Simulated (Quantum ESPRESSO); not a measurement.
# KCl (Sylvite) in Quantum ESPRESSO: the effect of functional

KCl (Sylvite):

```xyz
2
Lattice="0.0000 3.1465 3.1465 3.1465 0.0000 3.1465 3.1465 3.1465 0.0000" Properties=species:S:1:pos:R:3 pbc="T T T"
K     0.0000    0.0000    0.0000
Cl    3.1465    3.1465    3.1465
```

Alike in all runs:

- Program: Quantum ESPRESSO 7.5
- Task: dielectric tensor
- Cutoff: 612 eV
- Density cutoff: 4898 eV
- k mesh: 6 × 6 × 6, shifted
- Occupations: fermi-dirac, width 0.05 eV
- Spin: no spin polarisation

Task: One run gave: pressure 1.3 GPa; dielectric constant 2.31 mean. Which functional did it use?
A. BLYP
B. AM05
C. WC
D. PBEsol
E. LDA

Result: A.

```csv
functional,potentials or basis,pressure (GPa),dielectric constant (mean)
LDA,GBRV 1.5 LDA,-2.2,2.40
PBE,GBRV 1.5 PBE,0.6,2.32
PBEsol,GBRV 1.5 PBEsol,-0.6,2.36
WC,GBRV 1.5 PBE,-0.4,2.35
BLYP,GBRV 1.5 PBE,1.3,2.31
AM05,GBRV 1.5 PBE,0.3,2.33
```

Caveats: the potentials were made for another functional, which shifts forces and pressure (some runs).
